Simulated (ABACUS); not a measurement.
Si in ABACUS: convergence with smearing sigma

Input of the first run (smearing sigma 0.02 Ry); the others differ in this setting and in those tied to it:

Contents of INPUT:

```
INPUT_PARAMETERS
suffix              Si
calculation         scf
basis_type          lcao
pseudo_dir          ./
orbital_dir         ./
symmetry            1
dft_functional      pbe
ecutwfc             100
pseudo_rcut         7
nspin               1
nbands              8
ks_solver           genelpa
smearing_method     gauss
smearing_sigma      0.02
scf_thr             1e-07
scf_nmax            100
mixing_type         broyden
mixing_beta         0.7
cal_force           1
cal_stress          1
out_mul             1
```

Contents of STRU:

```
ATOMIC_SPECIES
Si 28.0850 Si.upf

NUMERICAL_ORBITAL
Si_confined-atom_7au_2s2p1d.orb

LATTICE_CONSTANT
1.8897261246

LATTICE_VECTORS
-2.3713723045 2.3713723045 1.3292653899
2.3713723045 -2.3713723045 1.3292653899
2.3713723045 2.3713723045 -1.3292653899

ATOMIC_POSITIONS
Direct

Si
0.0
2
0.5091730000 0.5061670000 -0.0049260000 1 1 1
0.2545050000 0.7484500000 0.4957790000 1 1 1
```

The input KPT:

```
K_POINTS
0
Gamma
8 8 8 0 0 0
```

Potentials or basis: Ansatz NC PBE, DZP LCAO (the cutoffs set its grid).

Launch:

```bash
$ OMP_NUM_THREADS=1 mpirun -np 4 abacus > log
```

The cell isn't the ideal one: atoms moved at random.

This isn't the form of Si at room conditions, which is diamond.

Hardware: 4 MPI ranks on AMD EPYC 7R32 (Zen 2) (shared host).

| smearing sigma | energy less the tightest run, at zero smearing (meV/atom) | pressure (GPa) | largest force (eV/Å) | SCF cycles | CPU time (s) |
| --- | --- | --- | --- | --- | --- |
| 0.02 Ry | -1.45 | 4.99 | 0.066 | 8 | 22 |
| 0.015 Ry | -1.09 | 5.01 | 0.064 | 8 | 22 |
| 0.01 Ry | -0.51 | 5.00 | 0.059 | 8 | 22 |
| 0.007 Ry | -0.14 | 4.97 | 0.053 | 8 | 22 |
| 0.005 Ry | -0.02 | 4.94 | 0.050 | 8 | 22 |
| 0.003 Ry | 0.00 | 4.89 | 0.051 | 8 | 22 |
| 0.002 Ry | 0.00 | 4.87 | 0.057 | 9 | 24 |
| 0.001 Ry | 0.00 | 4.85 | 0.066 | 9 | 24 |

Against the tightest run, the energy stays within 1 meV/atom from 0.01 Ry on; the pressure stays within 0.1 GPa from 0.005 Ry on. Not settled before the last step: the largest force (to 0.005 eV/Å). Narrower smearing needs a denser k mesh, so at a fixed mesh the narrowest width isn't the most accurate. The tightest run that finished is the yardstick and may itself not be fully converged.

Caveat, for the tightest run too: the atomic orbitals were generated for these runs and aren't a published set; the basis of atomic orbitals isn't converged, which shifts pressures, moduli and gaps.
